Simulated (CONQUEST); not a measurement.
InP under changes of volume

One of the cells (25.167 Å³/atom); the others are scaled copies at fixed shape and fractional positions:

```
In P
1.0
     4.14435    0.00000    0.00000
     0.00000    4.14435    0.00000
     0.00000    0.00000    5.86100
In P
2 2
Cartesian
  0.0000 0.0000 0.0000
  2.0722 2.0722 2.9305
  0.0000 2.0722 1.4652
  2.0722 0.0000 4.3957
```

| Item | Value |
| --- | --- |
| Program | CONQUEST 1.3 |
| Functional | LDA |
| Potentials or basis | PseudoDojo NC LDA, DZP, grid of 40 × 40 × 60 points |
| k mesh | 7 × 7 × 5 |
| Occupations | fermi-dirac, width 0.05 eV |
| Spin | no spin polarisation |

```csv
volume (Å³/atom),energy over the lowest point (meV/atom),pressure (GPa),gap on the mesh (eV)
23.657,?,?,?
24.160,4.53,2.2,0.78
24.663,0.00,0.6,0.65
25.167,0.21,-0.8,0.53
25.670,4.76,-2.1,0.41
26.173,13.22,-3.3,0.30
26.677,25.17,-4.3,0.18
```

Q: What does the run at 23.657 Å³/atom give?

A: Energy over the lowest point 14.39 meV/atom; pressure 4.1 GPa; gap on the mesh 0.91 eV.

Worked out: A Birch-Murnaghan fit of order 3 (a polynomial in V^(-2/3)) to the other rows has its minimum at 24.89 Å³/atom with B0 = V·E''(V) = 72 GPa and B' = 4.1. It gives 14.39 meV/atom at 23.657 Å³/atom, against the run's 14.39, and -dE/dV = 4.0 GPa, against 4.1. A straight line through the other rows of the gap, of slope -6.01 eV per unit of ln V, extrapolates to 0.90 eV, against the run's 0.91.

Energies are extrapolated to zero smearing.

Caveats: spin-orbit coupling is left out, which moves the levels of the heavy elements; an odd mesh through Γ misses points on the zone boundary, where band edges often lie; the basis of atomic orbitals isn't converged, which shifts pressures, moduli and gaps; the real-space grid breaks the cell's symmetry a little (some runs).
